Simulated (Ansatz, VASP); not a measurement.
**One calculation of MgO, two programs**

```xyz
2
Lattice="0.0000 2.2904 2.2904 2.2904 0.0000 2.2904 2.2904 2.2904 0.0000" Properties=species:S:1:pos:R:3 pbc="T T T"
Mg    0.0000    0.0000    0.0000
O     1.1452    1.1452    1.1452
```

Measurements of this composition are mostly on another form, of space group No. 225.

Alike in both runs: task single point; functional PBE; dispersion D4; k mesh 13 × 13 × 13; occupations fermi-dirac, width 0.08 eV; no spin polarisation.

|  | VASP | Ansatz |
| --- | --- | --- |
| version | VASP 6.6.1 | Ansatz 0.2.0 |
| potentials or method | VASP PAW PBE potentials, release 64 (Mg, O), cutoff 520 eV | all-electron LAPW, scalar-relativistic |

```csv
,VASP,Ansatz,Ansatz less VASP
gap on the k mesh at the Fermi level (eV),3.58,3.59,+0.009
pressure (GPa),-0.1,0.3,+0.39
dispersion energy (meV/atom),-134.7,-134.8,-0.07
```

Ansatz ran all-electron here, so the differences hold the error of VASP's frozen core and of both bases.

Caveats: an odd mesh through Γ misses points on the zone boundary, where band edges often lie. A hybrid or GW would open this gap; PBE tends to underestimate it.
